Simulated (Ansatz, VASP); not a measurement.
## TaAs: VASP beside Ansatz

```xyz
6
Lattice="6.2459 0.0000 0.0000 -3.1230 5.4091 0.0000 0.0000 0.0000 3.5947" Properties=species:S:1:pos:R:3 pbc="T T T"
Ta    0.0000    0.0000    0.0000
Ta    0.0000    3.6061    1.7973
Ta    3.1230    1.8030    1.7973
As    3.1230    0.0000    0.0000
As    1.5615    2.7046    0.0000
As   -1.5615    2.7046    0.0000
```

Alike in both runs: functional PBE; k mesh 6 × 6 × 6; occupations gaussian, width 0.1 eV; no spin polarisation.

Ansatz relaxed the structure, and its values are those at the end. VASP's run is a single point on that final structure, the one shown.

|  | VASP | Ansatz |
| --- | --- | --- |
| version | VASP 6.6.1 | Ansatz 0.2.0 |
| potentials or method | VASP PAW PBE potentials, release 64 (Ta_pv, As) | scalar-relativistic, plane waves, PAW |
| plane-wave cutoff (eV) | 520 | 420 |
| valence electrons in the cell | 48 | 84 |

Ansatz gave:

```
gap on the k mesh at the Fermi level (eV) : none
pressure (GPa)                            : 0.0
```

Task: Which values does VASP return?

Result: gap on the k mesh at the Fermi level (eV): none; pressure (GPa): 0.4.

A gap of «none» marks a metal or a gap that the smearing closes. The functional is the same, so the differences come from potentials, cutoffs and numerics. The two sets of potentials don't hold the same shells in valence.

Spin-orbit coupling is left out, which matters for the levels of Ta.
